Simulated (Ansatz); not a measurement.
Consider the substitution at a C–B bond: `CBN([SiH3])[SiH3]` + `N=C(N)O` → `C/N=C(\N)O` + `BN([SiH3])[SiH3]`.

Calculated with Ansatz (gas phase, PBE0-D4/def2-TZVP geometries, no zero-point term in ΔE). CCSD(T)/CBS is the MP2 limit (def2-TZVPP, def2-QZVPP) plus CCSD(T) − MP2 in def2-TZVPP, frozen cores. Functionals use def2-TZVPP. HSE06 is defined as in plane-wave codes. Each species was taken in one conformer, which may not be the lowest.

Q: Is it downhill or uphill in electronic energy at CCSD(T)/CBS, and by how much? (Best estimate.)

A: Computed: Uphill: ΔE = +60.3 kJ/mol.

Q: What do these levels give: LDA (SPW92), r2SCAN0-D4, BHLYP-D4, ωB97X-V, HSE06, LC-ωPBE, RPA@PBE/def2-TZVPP, CCSD(T)/def2-SVP, MP2/def2-TZVPP, CCSD/def2-TZVPP, CCSD(T)/def2-TZVPP, SCS-MP2/def2-QZVPP? (An estimate is asked.)

A: Computed: LDA (SPW92) 59.7, r2SCAN0-D4 63.5, BHLYP-D4 58.8, ωB97X-V 57.2, HSE06 61.1, LC-ωPBE 60.3, RPA@PBE/def2-TZVPP 53.4, CCSD(T)/def2-SVP 50.2, MP2/def2-TZVPP 59.2, CCSD/def2-TZVPP 58.9, CCSD(T)/def2-TZVPP 58.8, SCS-MP2/def2-QZVPP 56.4 kJ/mol.

Largest T1 diagnostic among the species: 0.013.

At CCSD(T), def2-SVP lies −10.1 kJ/mol from the extrapolated value and def2-TZVPP −1.5 kJ/mol. Leaving LDA and LC-ωPBE aside and taking each functional with its dispersion term where it has one, the values, not all of them listed here, spread over 10.5 kJ/mol, from ωB97X-V to B97M-V.
